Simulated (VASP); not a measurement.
# FeO (Wuestite): equation of state with PBE

Crystal: FeO (Wuestite).

```xyz
2
Lattice="0.0000 2.1554 2.1554 2.1554 0.0000 2.1554 2.1554 2.1554 0.0000" Properties=species:S:1:pos:R:3 pbc="T T T"
Fe    0.0000    0.0000    0.0000
O     2.1554    2.1554    2.1554
```

```
Program                : VASP 6.6.1
Task                   : equation of state
Functional             : PBE
Potentials or basis    : VASP PAW PBE potentials, release 64 (Fe, O)
Cutoff                 : 520 eV
k mesh                 : 11 × 11 × 11
Occupations            : fermi-dirac, width 0.05 eV
Spin                   : collinear spin, ferromagnetic start
Starting moments       : [3.0, 0.0] μB
Further INCAR settings : ALGO = Normal; EDIFF = 1e-07; NBANDS = 18
```

```
Equilibrium volume                      : 10.02 Å³/atom
Bulk modulus                            : 186 GPa
Pressure derivative of the bulk modulus : 4.6
```

Energy against volume, from the lowest point:
```tsv
volume (Å³/atom)	energy (meV/atom)
9.413	23.88
9.613	10.27
9.813	2.52
10.013	0.00
10.214	2.13
10.414	8.44
10.614	18.52
```

All runs of the series together: 11 min on 1 thread of AMD EPYC 7R43 64-Core Processor (Zen 3), with other jobs on the host.
